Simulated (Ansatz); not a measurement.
# Preparing GaN (P6_3mc) as a host crystal

Before any defect goes in: GaN (P6_3mc) at rest, and how it screens a charge.

Method: plane-wave PAW DFT, r2SCAN; relaxation of the host's cell and atoms; PAW set soft_1, in the first sound run; inputs show where later runs differ, in Ansatz 0.2.0.

### Step 1. Set-up

It takes space group P6_3mc (No. 186, hexagonal). Conventional cell: a = 3.189 Å, b = 3.189 Å, c = 5.192 Å, α = 90.00°, β = 90.00°, γ = 120.00°. Ga has 4 N at 1.95 to 1.96 Å nearest. N has 4 Ga at 1.95 to 1.96 Å nearest. Farther neighbours and most contacts between anions are not listed.

### Step 2. Host cell relaxation

Lattice and positions are set free, within the symmetry that the program keeps.

Contents of cell/input.yaml:

```yaml
crystal:
  lattice:
    - [3.1889304, 0.0, 0.0]
    - [-1.5944652, 2.7616947, 0.0]
    - [0.0, 0.0, 5.1923572]
  atoms:
    - { symbol: Ga, position: [0.66666667, 0.33333333, 0.49908371] }
    - { symbol: Ga, position: [0.33333333, 0.66666667, 0.99908371] }
    - { symbol: "N", position: [0.66666667, 0.33333333, 0.87591629] }
    - { symbol: "N", position: [0.33333333, 0.66666667, 0.37591629] }
basis:
  ecutwfc: 500
  xc_grid: 2
hamiltonian:
  xc: r2scan
  pseudopotentials: { kind: paw, azcp: { folder: soft_1 } }
kpoints:
  mp_grid: { grid: [10, 10, 6] }
scf:
  occupations: { method: fixed }
  max_iter: 100
relax:
  f_tol: 0.005
  max_steps: 60
  cell: {}
output:
  forces: true
  stress: true
checkpoint:
  write: "../cell.run"
  compress: false
  write_wavefunctions: false
  write_every: 100000
```

Launch:

```
> ansatz run input.yaml --threads 32 --pin off --max-ram 84787MiB --backend cuda --events-out ev --progress --plain --runs-dir out --max-vram 78GiB
```

Numbers of over 12 decimals in the logs are rounded to 6 here.

The log of the run:

```text
[... repeated set-up lines and file paths are left out, and long positions are rounded to six places ...]
Engine: ansatz 0.2.0, aarch64-unknown-linux-gnu
Pseudopotentials: kind: paw
Pseudopotential: Ga, paw, valence charge 13, recommended cutoff 500 eV (meta_gga), soft_1/Ga.paw.azcp
Pseudopotential: N, paw, valence charge 5, recommended cutoff 500 eV (meta_gga), soft_1/N.paw.azcp
Functional definition: r2SCAN
  parameter k0 = 0.174
  parameter k1 = 0.065
  parameter a1 = 4.9479
  exchange = r2scan_x(k0 = k0, k1 = k1, a1 = a1)
  correlation = r2scan_c
[...]
Crystal: 4 atoms, lattice volume = 45.728 Å³
Basis set: ecut = 500 eV, 1141 PW (Γ), exchange–correlation on 48×48×80 points (8 copies of the dense FFT grid, shifted against one another)
Bands: 22, of which v1, the nominal top of the filled ones, is band 18 counted from 1 (17 counted from 0)
Symmetry: 12 space group operations
Space group: P63mc (ITA 186), of the structure as read, at distance tolerance 3.6e-5 Å
k-points: 56 of 600 (time reversal used)
Non-local potential: Ga, projectors of the file, l = 0: 2, l = 1: 2, l = 2: 3, l = 3: 1
Non-local potential: N, projectors of the file, l = 0: 2, l = 1: 2, l = 2: 1
PAW form: soft (Blöchl's): semilocal exchange-correlation on the pseudo side does not see the compensation charge
PAW frozen core: Ga, regenerated for the run's functional (the file was generated under x = pbe(κ = 0.804, μ = 0.219515), c = pbe(β = 0.066725))
PAW frozen core: N, regenerated for the run's functional (the file was generated under x = pbe(κ = 0.804, μ = 0.219515), c = pbe(β = 0.066725))
PAW one-centre angular grid: Ga, 590 points (default); XC on 160 Gauss nodes
PAW one-centre angular grid: N, 302 points (default); XC on 160 Gauss nodes
Initial density: superposition of atomic densities (chi_scale 0.1, normalization cell, long waves kept (reshape's long-wave potential 0.00 eV rms))
Initial wavefunctions: pseudopotential atomic-orbital guess
[...]
Functional: x = r2scan, c = r2scan; τ floored in thin density (d = 2e-4 eV/Å³)
SCF iter   1: F=—  HF=-8353.733452 eV  |Δ(HF+E_count)|=         —  Δρ=1.16e-1  dr2=4.92e0  dr2_τ=5.70e-1  Hψ=4387
preconditioner: auto → Resta (q_TF=auto, 2.622 Å⁻¹)  ε∞=4.4  [insulator: Δε(μ)=2.869 eV  Ē_g=17.848 eV  n_scr=22 (ndim 8)  ℏωp=32.9 eV  f_vac=0.000  ε∞_Penn≈4.4]
SCF iter   2: F=—  HF=-8352.706502 eV  |Δ(HF+E_count)|=    1.03e0  Δρ=5.17e-2  dr2=6.81e-1  dr2_τ=7.33e-2  Hψ=2873
[...]
SCF iter   9: F=-8352.779862 eV  HF=-8352.779862 eV  |Δ(HF+E_count)|=   5.47e-8  Δρ=5.82e-6  dr2=1.24e-8  dr2_τ=2.01e-10  Hψ=4428
SCF 1 converged in 9 iterations: F = -8352.779862 eV  dr2 = 1.24e-8
  greatest PAW one-centre occupation: 0.994 electrons in one spin orbital (limit 2), on the Ga atom at site 1 (counted from 0), in its partial waves of l = 2
relax step   1: F+E_penalty+E_count = -8352.77986169 eV  Δ(F+E_penalty+E_count) = +0.000e0 eV  max|allowed force component| = 1.081e-3 eV/Å  Δτ_max = 0.0000 Å  P = -1.004 GPa  Ω = 45.728 Å³  (9 SCF iters, dr2 threshold 1.00e-7 eV, accepted)
[... the SCF cycles and remarks between the steps are left out from here to the last step ...]
relax step   2: F+E_penalty+E_count = -8352.78059366 eV  Δ(F+E_penalty+E_count) = -7.320e-4 eV  max|allowed force component| = 9.540e-4 eV/Å  Δτ_max = 0.0001 Å  P = -0.386 GPa  Ω = 45.582 Å³  energy of the carried Pulay correction = +9.690e-5 eV  (5 SCF iters, dr2 threshold 4.00e-7 eV, accepted)
relax step   3: F+E_penalty+E_count = -8352.78076222 eV  Δ(F+E_penalty+E_count) = -1.686e-4 eV  max|allowed force component| = 4.761e-4 eV/Å  Δτ_max = 0.0001 Å  P = +0.005 GPa  Ω = 45.491 Å³  energy of the carried Pulay correction = +1.573e-4 eV  (4 SCF iters, dr2 threshold 3.76e-7 eV, accepted)
[...]
iter 1 solved again at ethr=2.23e-8 eV; its pass at ethr=3.10e-3 eV (dr2=8.02e-6 eV) is discarded
SCF iter   1: F=—  HF=-8352.780473 eV  |Δ(HF+E_count)|=         —  Δρ=3.26e-5  dr2=3.09e-7  dr2_τ=5.56e-8  Hψ=8233
[...]
SCF iter   2: F=—  HF=-8352.780591 eV  |Δ(HF+E_count)|=   1.17e-4  Δρ=1.83e-5  dr2=1.13e-7  dr2_τ=5.87e-9  Hψ=2394
SCF iter   3: F=—  HF=-8352.780591 eV  |Δ(HF+E_count)|=   5.15e-8  Δρ=9.39e-6  dr2=2.29e-8  dr2_τ=7.03e-10  Hψ=1789
SCF iter   4: F=—  HF=-8352.780591 eV  |Δ(HF+E_count)|=   8.39e-9  Δρ=1.28e-6  dr2=5.29e-10  dr2_τ=7.98e-11  Hψ=2218
SCF iter   5: F=-8352.780591 eV  HF=-8352.780591 eV  |Δ(HF+E_count)|=  2.71e-10  Δρ=3.15e-7  dr2=3.97e-11  dr2_τ=3.53e-12  Hψ=6115
SCF 4 converged in 5 iterations: F = -8352.780591 eV  dr2 = 3.97e-11
relax step   4: F+E_penalty+E_count = -8352.78059064 eV  Δ(F+E_penalty+E_count) = +1.716e-4 eV  max|allowed force component| = 5.026e-4 eV/Å  Δτ_max = 0.0000 Å  P = +0.004 GPa  Ω = 45.491 Å³  stress off target by 4.57e-3 GPa  SCF on the basis re-selected at this cell (its energy is not comparable with the rows above)  (5 SCF iters)
basis re-selected at this cell: Δ(F+E_penalty+E_count) = +1.716e-4 eV, ΔP = -0.001 GPa vs the last step (what re-selecting the basis moved, of the pressure what is left beyond the Pulay correction that the steps carried, after the strain that the cell walked [...]
SCF converged after 5 iterations
Free energy (F): -8352.780591 eV
Harris-Foulkes:  -8352.780591 eV  (|F-HF|=5.46e-12)
Internal energy: -8352.780591 eV  (E = F + TS)
E sigma→0 (E₀):  -8352.780591 eV
Fermi energy:    9.470439 eV
--- Per-component energies (eV) ---
  E_band       = -29.933864
  E_kinetic    = 481.168783
  E_local      = -2831.924578  (includes V_loc(G=0)·N_el)
  E_nonlocal   = -105.946459
  E_hartree    = 1798.202297
  E_xc         = -231.725242
  E_vxc        = -280.053635  (∫ρ·V_xc dr)
  E_paw        = -4283.182559  (= ΣΔE_a)
  E_vpaw       = -904.838753  (= ΣTr[D̂ρ^β])
  E_aug_tail   = 0.000047  (compensation charges beyond the density's cutoff)
  E_vtau       = 15.256407  (kinetic-family band-sum trace: ∫τ·v_τ [+ j·A + Jᵃ·Aᵃ] dr)
  E_ewald      = -3178.007619
  E_core_change = -1.365260  (= ΣΔE_core)
  E_smearing   = -0.000000  (= −TS)
  E_closure    = -0.000000  (closes the sum)
  Σ components = -8352.780591   (vs F -8352.780591, Δ=0.00e0)
--- Forces (eV/Å), atoms counted from 1 ---
  atom   1  Ga    -0.00000000    -0.00000000     0.00068659
  atom   2  Ga    -0.00000000     0.00000000     0.00068659
  atom   3  N      0.00000000     0.00000000    -0.00031868
  atom   4  N      0.00000000    -0.00000000    -0.00031868
  max |Σ_I F_I| component: 7.36e-4 eV/Å
--- Stress (GPa, compression-positive) ---
        0.004568       0.000000       0.000000
       -0.000000       0.004568       0.000000
        0.000000       0.000000       0.001914
  P = ⅓ Tr σ = 0.0037 GPa (0.037 kbar)
--- Band table (eV; the first three rows and the last of 56) ---
  k-point 0: bands = ["-7.3415", "-6.3578", "-4.4062", "-4.3910", "-4.3910", "-4.3238", "-4.3238", "-4.1119", "-4.1119", "-4.0142", [... rest cut ...]
  k-point 1: bands = ["-7.2607", "-6.3985", "-4.3889", "-4.3889", "-4.3821", "-4.3306", "-4.3306", "-4.1031", "-4.1031", "-4.0186", [... rest cut ...]
--- Relaxed structure (3 steps of the walk, 3 accepted, 1 SCFs on fresh bases) ---
  F+E_penalty+E_count = -8352.78059064 eV   max|allowed force component| = 5.026e-4 eV/Å   (the final SCF, on the basis selected at the relaxed cell)
  cell:  # Å, volume = 45.4914 Å³
    - [3.183273, 0.0, 0]
    - [-1.591636, 2.756795, -1.7456915312936015e-19]
    - [0, -3.282134672698873e-19, 5.183832]
  atoms:
    - { symbol: Ga, position: [0.666667, 0.333333, 0.499106] }
    - { symbol: Ga, position: [0.333333, 0.666667, 0.999106] }
    - { symbol: N, position: [0.666667, 0.333333, 0.875894] }
    - { symbol: N, position: [0.333333, 0.666667, 0.375894] }
```

Wall time 2.5 s (1 × NVIDIA GB200 with 32 threads of Arm Neoverse V2, shared host); peak memory 0.97 GiB; 8.8 s of CPU time.

Relaxation path:

```tsv
step	energy less that of the first step (eV)	largest force component (eV/Å)	pressure (GPa)	volume (Å³)
1	0.0000	0.0011	-1.00	45.73
2	-0.0007	0.0010	-0.39	45.58
3	-0.0009	0.0005	0.00	45.49
4*	-0.0007	0.0005	0.00	45.49
```

Relaxation steps marked * repeat the geometry before them on a plane-wave basis chosen anew for their cell, so energy and pressure can jump there.

Forces are held to the 12 operations that the run works with; a distortion that breaks them can't arise in this run.

```tsv
conventional cell, symmetrised	before	after	change
a (Å)	3.189	3.183	-0.2 %
b (Å)	3.189	3.183	-0.2 %
c (Å)	5.192	5.184	-0.2 %
volume (Å³/atom)	11.43	11.37	-0.5 %
```

Final coordinates:

```xyz
4
Lattice="3.1833 0.0000 0.0000 -1.5916 2.7568 0.0000 0.0000 0.0000 5.1838" Properties=species:S:1:pos:R:3 pbc="T T T"
Ga    1.5917    0.9189    2.5873
Ga    0.0000    1.8379    5.1792
N     1.5917    0.9189    4.5405
N     0.0000    1.8379    1.9486
```

Numbers from this step:

| Property | Result |
| --- | --- |
| pressure | 0.003683 GPa |

### Step 3. Dielectric tensors of the host

The response to a uniform electric field gives the electronic dielectric tensor.

This step: plane-wave PAW DFPT, PBEsol; dielectric tensors, Born charges and zone-centre modes of the host; PAW set soft_1 (Ansatz 0.2.0).

Contents of eps/input.yaml:

```yaml
crystal:
  lattice:
    - [3.1832726057, 0.0, 0.0]
    - [-1.5916363029, 2.7567949437, 0.0]
    - [0.0, 0.0, 5.1838317307]
  atoms:
    - { symbol: Ga, position: [0.6666666667, 0.3333333333, 0.4991062363] }
    - { symbol: Ga, position: [0.3333333333, 0.6666666667, 0.9991062363] }
    - { symbol: "N", position: [0.6666666667, 0.3333333333, 0.8758937637] }
    - { symbol: "N", position: [0.3333333333, 0.6666666667, 0.3758937637] }
basis:
  ecutwfc: 420
hamiltonian:
  xc: pbesol
  pseudopotentials: { kind: paw, azcp: { folder: soft_1 }, xc_functional: pbe }
kpoints:
  mp_grid: { grid: [9, 9, 5] }
scf:
  occupations: { method: fixed }
  max_iter: 100
phonons:
  method: dfpt
  dielectric: true
  rigid_motions: translations
```

The log of the run:

```text
[...]
Crystal: 4 atoms, lattice volume = 45.491 Å³
Basis set: ecut = 420 eV, 893 PW (Γ), exchange–correlation on 48×48×72 points (8 copies of the dense FFT grid, shifted against one another)
Bands: 22, of which v1, the nominal top of the filled ones, is band 18 counted from 1 (17 counted from 0)
Symmetry: 12 space group operations
k-points: 115 of 405 (irreducible under 2 space group operations, time reversal used)
[...]
SCF iter   1: F=—  HF=-8246.860112 eV  |Δ(HF+E_count)|=         —  Δρ=1.04e-1  dr2=4.20e0  Hψ=9075
[...]
SCF iter   2: F=—  HF=-8245.823215 eV  |Δ(HF+E_count)|=    1.04e0  Δρ=4.56e-2  dr2=5.02e-1  Hψ=4926
[...]
SCF iter  10: F=-8245.700331 eV  HF=-8245.700331 eV  |Δ(HF+E_count)|=  7.33e-10  Δρ=3.50e-7  dr2=4.06e-11  Hψ=15768
SCF 1 converged in 10 iterations: F = -8245.700331 eV  dr2 = 4.06e-11
[...]
the response reads at least the filled bands of the reference SCF and the lowest empty band at each k-point, and that SCF's band table does not vouch for those bands. The notice of the band table in this run's record says why
[...]
NSCF: frozen V_eff on 1 k-points
[...]
NSCF: frozen V_eff on 36 k-points, pencils in batches of 32, up to order 88
[...]
DFPT response loops at q = (0, 0, 0) (fractional): preconditioner auto → Resta (q_TF=auto, 2.624 Å⁻¹)  ε∞=5.7 (no band partly filled); β = 1.00, the filter's whole step (`scf.mixing.beta` (0.50) is not read by the response loops at its default; [...]
[...]
DFPT response loops at Γ: preconditioner auto → Resta (q_TF=auto, 2.624 Å⁻¹)  ε∞=5.7 (no band partly filled); β = 1.00, the filter's whole step (`scf.mixing.beta` (0.50) is not read by the response loops at its default; [...]
── the response to a field inside a basis, on 12×12×8 k-points: an SCF that follows is theirs, and a resumed run solves both again ──
[...]
Bands: 19, of which v1, the nominal top of the filled ones, is band 18 counted from 1 (17 counted from 0)
k-points: 168 of 1152 (irreducible under 4 space group operations, time reversal used)
[...]
Eigensolver: Dense (168 Hₖ)
SCF iter   1: F=—  HF=-8245.697695 eV  |Δ(HF+E_count)|=         —  Δρ=3.48e-4  dr2=1.64e-5
[...]
SCF iter   4: F=-8245.697694 eV  HF=-8245.697694 eV  |Δ(HF+E_count)|=   1.84e-6  Δρ=1.07e-5  dr2=2.57e-8
SCF 1 converged in 4 iterations: F = -8245.697694 eV  dr2 = 2.57e-8
[...]
WARN: field response: ε∞ stands inside a basis, on 12×12×8 points; [...]
SCF converged after 10 iterations
Free energy (F): -8245.700331 eV
[...]
Internal energy: -8245.700331 eV  (E = F + TS)
E sigma→0 (E₀):  -8245.700331 eV
Fermi energy:    9.608008 eV
[...]
--- Band table (eV; the first three rows and the last of 115) ---
[...]
--- Phonons (Γ-DFPT): 4 representative perturbations + reference (Σ response iterations 22) ---
  k mesh reduced under 2 symmetry operations, with k and −k counted as one. Each operation leaves every solved perturbation unchanged. A smaller set is not considered because the run solves the response to a homogeneous field
  ASR residual: 2.026e-4 → 0.000e0 eV/Å²; symmetrization residual: 2.001e-9 eV/Å²
  ASR residual per site (eV/Å²): 1.69e-4 1.69e-4 2.03e-4 2.03e-4
  Γ frequencies (cm⁻¹): 0.00 0.00 0.00 136.49 136.49 326.87 520.93 544.14 544.14 552.78 552.78 677.09
  ε∞ (high-frequency dielectric tensor):
        5.833686    -0.000000    -0.000000
       -0.000000     5.833686     0.000000
       -0.000000     0.000000     6.016055
  ε⁰ (static dielectric tensor: ions relaxed, cell fixed):
       10.099291    -0.000000    -0.000000
       -0.000000    10.099291     0.000000
       -0.000000     0.000000    11.187370
  ε⁰ − ε∞ (ionic part):
        4.265605    -0.000000     0.000000
       -0.000000     4.265605     0.000000
        0.000000     0.000000     5.171315
  softest optical mode at Γ: 136.49 cm⁻¹; the repairs (sum rule, projections) moved no ω² at Γ by more than (1.98 cm⁻¹)²
  Born effective charges Z* (e; rows j = field, columns β = displacement):
    site 0:
         2.60952   -0.00000   -0.00000
        -0.00000    2.60952    0.00000
        -0.00000    0.00000    2.75066
    site 1:
         2.60952   -0.00000   -0.00000
        -0.00000    2.60952    0.00000
        -0.00000    0.00000    2.75066
    site 2:
        -2.60952    0.00000    0.00000
         0.00000   -2.60952   -0.00000
         0.00000   -0.00000   -2.75066
    site 3:
        -2.60952    0.00000    0.00000
         0.00000   -2.60952   -0.00000
         0.00000   -0.00000   -2.75066
  Z* charge neutrality: 2.574e-3 e pre-enforcement
  solved inside a basis spanned on kpoints, on 12×12×8 k-points, its susceptibility summed on 18×18×10: ε∞ is read to err by 1.7e-2, Z* by 1.5e-2 e (field_mesh: kpoints solves on kpoints); Z* is corrected for what the basis lacks
  optical modes at Γ without the LO–TO term, one row a degenerate level:
      ω (cm⁻¹)  modes    IR ((D/Å)²/amu)
        136.49      2             0.0000
        326.87      1             0.0000
        520.93      1            29.9312
        544.14      2            53.8771
        552.78      2             0.0000
        677.09      1             0.0000
  optical modes at Γ + LO–TO along q̂ = [1.0000, 0.0000, 0.0000]:
      ω (cm⁻¹)  modes    IR ((D/Å)²/amu)
        136.49      2             0.0000
        326.87      1             0.0000
        520.93      1            29.9312
        544.14      1            26.9385
        552.78      2             0.0000
        677.09      1             0.0000
        715.96      1            26.9385
  optical modes at Γ + LO–TO along q̂ = [0.0000, 1.0000, 0.0000]:
      ω (cm⁻¹)  modes    IR ((D/Å)²/amu)
        136.49      2             0.0000
        326.87      1             0.0000
        520.93      1            29.9312
        544.14      1            26.9385
        552.78      2             0.0000
        677.09      1             0.0000
        715.96      1            26.9385
  optical modes at Γ + LO–TO along q̂ = [0.0000, 0.0000, 1.0000]:
      ω (cm⁻¹)  modes    IR ((D/Å)²/amu)
        136.49      2             0.0000
        326.87      1             0.0000
        544.14      2            53.8771
        552.78      2             0.0000
        677.09      1             0.0000
        710.37      1            29.9312
```

The job ended after 8.2 s (1 × NVIDIA GB200 with 32 threads; peak memory 2.1 GiB).

In the SCF lines HF is the Harris–Foulkes energy and dr2 the Hartree energy of the density residual, in eV; the loop may stop once dr2 is under the threshold and the program's other checks hold. Hψ counts applications of the Hamiltonian.

Electronic dielectric tensor:

```
5.83 0.00 0.00
0.00 5.83 0.00
0.00 0.00 6.02
```

Static dielectric tensor:

```
10.10  0.00  0.00
 0.00 10.10  0.00
 0.00  0.00 11.19
```

The principal values of the electronic dielectric tensor are 5.83, 5.83 and 6.02. The principal values of the static dielectric tensor are 10.10, 10.10 and 11.19.

(Part 1 of 3 ends here.)

[Logs are printed without paths, hosts, clocks, repeated set-up lines and the standing remarks that a program may print on its own settings, such as how far it seeks lower states.]

[Hosts, paths, dates, database ids (printed as entryN), source tags and the programs' standing remarks are cut or masked in the printed files.]

[Runs of the host that timed out are not shown.]

[For some hosts the program warned that the k-mesh of the response run may be too coarse for force constants and the static dielectric constant; such warnings are not always shown.]
